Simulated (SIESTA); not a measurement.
Crystal: MgO.

```xyz
2
Lattice="0.0000 2.0970 2.0970 2.0970 0.0000 2.0970 2.0970 2.0970 0.0000" Properties=species:S:1:pos:R:3 pbc="T T T"
Mg    0.0000    0.0000    0.0000
O     2.0970    2.0970    2.0970
```

The cell is a database's computed one.

Base run:

| Property | Result |
| --- | --- |
| Program | SIESTA 5.4.2 |
| Functional | PBEsol |
| Potentials or basis | PseudoDojo 0.4 standard (PBEsol files) |
| Basis | DZP (energy shift 0.003 Ry; two zetas on semicore shells) |
| Grid cutoff | 800 Ry |
| Energy shift | 0.003 Ry |
| k mesh | 11 × 11 × 11 |
| Occupations | fermi-dirac, width 0.05 eV |
| Spin | no spin polarisation |

Its results: band gap on the k mesh 4.68 eV, direct; pressure 5.7 GPa.

Question: The run is repeated on the same cell with these changes: functional from PBEsol to PBE; potentials or basis from PseudoDojo 0.4 standard (PBEsol files) to PseudoDojo 0.4 standard (PBE files). What comes out?

Answer: Band gap on the k mesh 4.76 eV, direct; pressure 10.5 GPa.

Caveats: the basis of atomic orbitals isn't converged, which shifts pressures, moduli and gaps; the basis holds too few empty states to meet the f-sum rule, so the spectrum is short of weight at high energy (some runs); an odd mesh through Γ misses points on the zone boundary, where band edges often lie (some runs).

Not every run made on this cell is shown here.
